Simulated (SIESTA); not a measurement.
Crystal: Cu2O (Cuprite).

```
CELL_PARAMETERS angstrom
4.26000 0.00000 0.00000
0.00000 4.26000 0.00000
0.00000 0.00000 4.26000
ATOMIC_POSITIONS crystal
Cu 0.75000 0.25000 0.75000
Cu 0.75000 0.75000 0.25000
Cu 0.25000 0.75000 0.75000
Cu 0.25000 0.25000 0.25000
O 0.50000 0.50000 0.50000
O 0.00000 0.00000 0.00000
```

Base run:

| Property | Result |
| --- | --- |
| Program | SIESTA 5.4.2 |
| Functional | vdW-DF |
| Potentials or basis | PseudoDojo 0.4 standard (PBE files) |
| Basis | DZP (energy shift 0.002 Ry) |
| Grid cutoff | 800 Ry |
| Energy shift | 0.002 Ry |
| k mesh | 6 × 6 × 6 |
| Occupations | fermi-dirac, width 0.05 eV |
| Spin | no spin polarisation |

Its results: band gap on the k mesh 0.60 eV, direct; pressure 10.5 GPa.

Question: The run is repeated on the same cell with these changes: functional from vdW-DF to PW86PBE. What comes out?

Answer: Band gap on the k mesh 0.53 eV, direct; pressure 8.5 GPa.

Caveats: semicore shells carry a single zeta, which can move pressures by several GPa and volumes by a few percent; the potentials were made for another functional, which shifts forces and pressure; the basis of atomic orbitals isn't converged, which shifts pressures, moduli and gaps.
